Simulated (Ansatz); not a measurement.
GaP under strain: Ga-69 NMR of the central transition

Cell: a structure deposited in the COD, relaxed with PBE at fixed cell and then changed (z compressed by 1 %, ions relaxed).

```yaml
crystal:
  lattice:
    - [0.00000, 2.72525, 2.69800]
    - [2.72525, 0.00000, 2.69800]
    - [2.72525, 2.72525, 0.00000]
  atoms:
    - { symbol: Ga, position: [0.00000, 0.00000, 0.00000] }
    - { symbol: P, position: [0.25000, 0.25000, 0.25000] }
```

Atoms are numbered from 1 in the order listed; like atoms form one site, named after its first atom.

The numbers come from a DFT calculation in Ansatz (PBE, plane waves and PAW, scalar-relativistic, 420 eV cutoff, Γ-centred 14×14×14 k-points, Fermi–Dirac smearing 0.02 eV).

Ga-69 has I = 3/2 and Q = 171.0 mb (Pyykkö 2018); at 11.7 T its Larmor frequency is ν₀ = 119.9 MHz. Only the quadrupole interaction is simulated: positions count from each site's isotropic chemical shift, and J coupling is left out, as are shift anisotropy and dipolar coupling, which fast spinning averages.

Problem. Give C_Q, η, the quadrupolar product P_Q = |C_Q|(1 + η²/3)^½, the second-order isotropic shift and the breadth of the pattern (fast magic-angle spinning) for each Ga site.

Solution. 

```json
{"site": "Ga", "first shell": "4 P at 2.35 Å", "C_Q (MHz)": "0.847", "η": "0.00", "P_Q (MHz)": "0.847", "δ_QIS (ppm)": "-1.25", "breadth (kHz)": "0.321"}
```

δ_QIS = −(ν_Q²/30ν₀²)[I(I+1) − 3/4](1 + η²/3) × 10⁶ ppm with ν_Q = 3|C_Q|/[2I(2I−1)]; it falls as 1/B₀² in ppm, and the breadth as 1/B₀ in kHz.

An axis of threefold or higher order runs through Ga, so V_zz lies along it and η is zero.
